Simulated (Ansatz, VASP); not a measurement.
# CdF2 in VASP and in Ansatz

```xyz
3
Lattice="0.0000 2.7118 2.7118 2.7118 0.0000 2.7118 2.7118 2.7118 0.0000" Properties=species:S:1:pos:R:3 pbc="T T T"
Cd    0.0000    0.0000    0.0000
F     4.0678    4.0678    4.0678
F     1.3559    1.3559    1.3559
```

Alike in both runs: task single point; functional LDA; k mesh 9 × 9 × 9; occupations fermi-dirac, width 0.05 eV; no spin polarisation.

```csv
,VASP,Ansatz
version,VASP 6.6.1,Ansatz 0.2.0
potentials or method,"VASP PAW LDA potentials, release 64 (Cd, F)",Ansatz PAW
plane-wave cutoff (eV),520,420
valence electrons in the cell,26,34
```

```tsv
	VASP	Ansatz	Ansatz less VASP
gap on the k mesh at the Fermi level (eV)	2.76	2.77	+0.013
least direct gap on the mesh (eV)	3.23	3.24	+0.006
pressure (GPa)	-6.7	-7.6	-0.89
```

The two sets of potentials don't hold the same shells in valence.

Caveats: an odd mesh through Γ misses points on the zone boundary, where band edges often lie (VASP); odd divisions of the mesh miss points on the zone boundary, where band edges often lie, so the gap on the mesh can be too wide (Ansatz); the pressure holds a Pulay correction of +0.9 GPa for the finite cutoff (Ansatz); the PAW data sets come from PBE, with cores solved anew for the run's functional, which leaves a small shift of forces and pressure (Ansatz). As with any semilocal functional, this LDA gap is likely too small.
